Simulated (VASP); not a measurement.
SnO2 (Cassiterite):

```
CELL_PARAMETERS angstrom
4.73800 0.00000 0.00000
0.00000 4.73800 0.00000
0.00000 0.00000 3.18650
ATOMIC_POSITIONS crystal
Sn 0.00000 0.00000 0.00000
Sn 0.50000 0.50000 0.50000
O 0.30710 0.30710 0.00000
O 0.19290 0.80710 0.50000
O 0.69290 0.69290 0.00000
O 0.80710 0.19290 0.50000
```

```yaml
Program: VASP 6.6.1
Task: relaxation of cell and atoms
Functional: r2SCAN
Potentials_or_basis: VASP PAW PBE potentials, release 64 (Sn_d, O)
Cutoff: 600 eV
k_mesh: 6 × 6 × 8
Occupations: gaussian, width 0.03 eV
Spin: no spin polarisation
```

At the start: pressure 4.3 GPa; volume 11.92 Å³/atom.

Q: Where does the relaxation end?

A: Over 5 steps the energy falls by 3.6 meV/atom and the volume is 12.13 Å³/atom (+1.8 %); space group P4_2/mnm (No. 136, to 0.05 Å).

The path:
| step | energy change (eV) | largest force (eV/Å) | pressure (GPa) | volume (Å³) |
| --- | --- | --- | --- | --- |
| 1 | 0.0000 | 0.2774 | 4.34 | 71.53 |
| 2 | 0.0242 | 0.2134 | -6.12 | 74.93 |
| 3 | -0.0214 | 0.0596 | -0.18 | 72.88 |
| 4 | -0.0214 | 0.0620 | -0.08 | 72.86 |
| 5 | -0.0219 | 0.0085 | 0.03 | 72.80 |

Final structure:
```
CELL_PARAMETERS angstrom
4.76322 0.00000 0.00000
0.00000 4.76322 0.00000
0.00000 0.00000 3.20854
ATOMIC_POSITIONS crystal
Sn 0.00000 0.00000 0.00000
Sn 0.50000 0.50000 0.50000
O 0.30591 0.30591 0.00000
O 0.19409 0.80591 0.50000
O 0.69409 0.69409 0.00000
O 0.80591 0.19409 0.50000
```

Caveat: the PAW data sets were made with another functional, which shifts forces and pressure a little.
